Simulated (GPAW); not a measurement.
Runs of GPAW 26.7.0 on MoS2. Symmetry: P6_3/mmc, No. 194, hexagonal system. Conventional cell: a = 3.169 Å, b = 3.169 Å, c = 12.324 Å, α = 90.00°, β = 90.00°, γ = 120.00°. Mo (site symmetry -6m2) is surrounded by 6 S at 2.41 Å. S (site symmetry 3m) is surrounded by 3 Mo at 2.41 Å. 

```csv
task,level,potentials or basis,cell,k mesh,cutoff (eV),smearing,ranks,maxiter,convergence,eps inf used,response ecut,mesh quality,gap on the mesh (eV),pressure (GPa),largest force (eV/Å)
single point,PBEsol,"PAW data sets generated in the run's folder for this functional, pw","atoms moved at random, drawn with an rms of 0.05 Å",10 × 10 × 3,600,fermi-dirac 0.05 eV,4,150,-,-,-,not flagged,0.86,-3.8,1.47
single point,LDA,"the program's PAW data sets (release 1.2.1) made for this functional, pw",as given,8 × 8 × 2,450,fermi-dirac 0.05 eV,-,120,default,-,-,not flagged,0.90,(a),0.53
one-shot levels on a semilocal density,r2SCAN,"GPAW PAW data sets (gpaw-data 1.2.1), pw",as given,5 × 5 × 1,500,fermi-dirac 0.001 eV,-,150,-,11.001,-,coarse,1.03,-,-
optical spectrum,LDA,"the program's PAW data sets (release 1.2.1) made for this functional, pw",as given,8 × 8 × 2,450,fermi-dirac 0.001 eV,-,150,-,-,50 eV,not flagged,0.90,-,-
```

Alike in all rows: no spin polarisation.

Q: Estimate the missing entries.

A: (a) -6.3.

Caveats: some runs use coarse meshes; an odd mesh through Γ misses points on the zone boundary, where band edges often lie (some runs); the cutoff is short for stress and forces, so pressures can be off by a GPa or more (some runs); energy and the plain gap are those of the semilocal run (some runs); the hybrids' values are one shot on its orbitals and mesh (some runs); the PAW data sets were made with another functional, which shifts forces and pressure a little (some runs); the long-wavelength limit can be off by several per cent where d states take part (some runs); independent-particle spectra lack excitons (some runs).

A k mesh can miss the band edges, and the runs leave out spin-orbit coupling on Mo.

Runs at the PBE level aren't shown here.
